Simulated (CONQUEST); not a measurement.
**BN under changes of volume**

One of the cells (5.969 Å³/atom); the others are scaled copies at fixed shape and fractional positions:

```
N B
1.0
     2.55394    0.00000    0.00000
     0.00000    4.22685    0.00000
     0.00000    0.00000    4.42355
N B
4 4
Direct
  0.00000 0.12528 0.66667
  0.50000 0.12528 0.16667
  0.00000 0.62528 0.33333
  0.50000 0.62528 0.83333
  0.00000 0.49972 0.66667
  0.50000 0.49972 0.16667
  0.00000 0.99972 0.33333
  0.50000 0.99972 0.83333
```

Measurements of this composition are mostly on another form, of space group No. 194.

* Program: CONQUEST 1.3
* Functional: PBEsol
* Potentials or basis: PseudoDojo NC PBEsol, DZP, grid of 32 × 48 × 48 points
* k mesh: 10 × 6 × 6
* Occupations: fermi-dirac, width 0.05 eV
* Spin: no spin polarisation

```tsv
volume (Å³/atom)	energy over the lowest point (meV/atom)	pressure (GPa)	gap on the mesh (eV)	largest force (eV/Å)
5.611	20.57	22.8	5.05	0.081
5.730	7.07	13.2	5.09	0.056
5.850	0.52	4.6	5.11	0.039
5.969	0.00	-3.2	5.14	0.014
6.088	?	?	?	?
6.208	15.01	-16.5	5.18	0.023
6.327	29.62	-22.5	5.20	0.042
```

Q: What does the run at 6.088 Å³/atom give?

A: Energy over the lowest point 5.11 meV/atom; pressure -10.2 GPa; gap on the mesh 5.16 eV; largest force 0.008 eV/Å.

Worked out: A Birch-Murnaghan fit of order 3 (a polynomial in V^(-2/3)) to the other rows has its minimum at 5.92 Å³/atom with B0 = V·E''(V) = 384 GPa and B' = 4.0 at fixed shape and positions, which overstates the stiffness. It gives 4.97 meV/atom at 6.088 Å³/atom, against the run's 5.11, and -dE/dV = -10.2 GPa, against -10.2. A parabola through the other rows of the gap, of slope 1.08 eV per unit of ln V there, gives 5.16 eV, against the run's 5.16.

Energies are extrapolated to zero smearing.

Caveats: the basis of atomic orbitals isn't converged, which shifts pressures, moduli and gaps.

A mesh can miss the band edges.
